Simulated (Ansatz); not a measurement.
The calculation used DFT PBE, scalar-relativistic, plane waves, PAW in Ansatz. All cells share a 420 eV cutoff and Γ-centred k meshes spaced at most about 0.3 Å⁻¹ (about 0.25 or finer for metals, 2π included). Spin is collinear in cells that carry moments; the others ran without spin or lost their moments.

Temperature and zero-point effects are left out.

Question: Order these relaxed structures of Mn2Al2Cu by energy, lowest first, with the energy over the lowest of them.
A.
(parallel moments up to 3.3 μB)
```
Al Mn Cu
1.0
     4.13894    0.00000    0.00000
    -2.06947    3.58443    0.00000
     0.00000    0.00000    5.22640
Al Mn Cu
2 2 1
Direct
  0.33333 0.66667 0.74727
  0.33333 0.66667 0.25273
  0.66667 0.33333 0.00000
  0.00000 0.00000 0.50000
  0.00000 0.00000 0.00000
```

B.
(no moments)
```
Mn Al Cu
1.0
     3.62104    0.00000    0.00000
    -1.81052    3.13591    0.00000
     0.00000    0.00000    8.23602
Mn Al Cu
2 2 1
Direct
  0.33333 0.66667 0.00000
  0.66667 0.33333 0.00000
  0.00000 0.00000 0.20667
  0.00000 0.00000 0.79333
  0.00000 0.00000 0.50000
```

C.
(parallel moments up to 3.1 μB)
```
Al Mn Cu
1.0
     3.87869    0.00000    0.00000
     0.00000    3.87869    0.00000
     0.00000    0.00000    5.18048
Al Mn Cu
2 2 1
Direct
  0.50000 0.00000 0.85440
  0.00000 0.50000 0.85440
  0.50000 0.50000 0.13478
  0.00000 0.00000 0.30757
  0.50000 0.50000 0.57437
```

Answer: A (0 meV/atom), C (126 meV/atom), B (357 meV/atom). Forms: A P-6m2; C P4mm; B P6/mmm. Counting all near atoms (those within 1.25 times the shortest distance at each site; a plus sign parts nearer from farther groups; a slash parts the counts of unlike sites): A has Mn 8/3+6, Al 11, Cu 11; C has Mn 5/12+4, Al 4+4, Cu 5; B has Mn 3, Al 1+6, Cu 2. All come from invented guesses. The lowest form computed isn't among them: it has space group I4mm (No. 107), 13.1 Å³/atom, is reached from a Materials Project cell and lies 213 meV/atom below the best shown. Even the lowest of the cells shown lies +0.16 eV/atom against the elements.

The magnetic state reached may not be the lowest. Cells relaxed within their symmetry can be saddle points. Some candidate types were left out of the draw beforehand, so a known form may be missing.
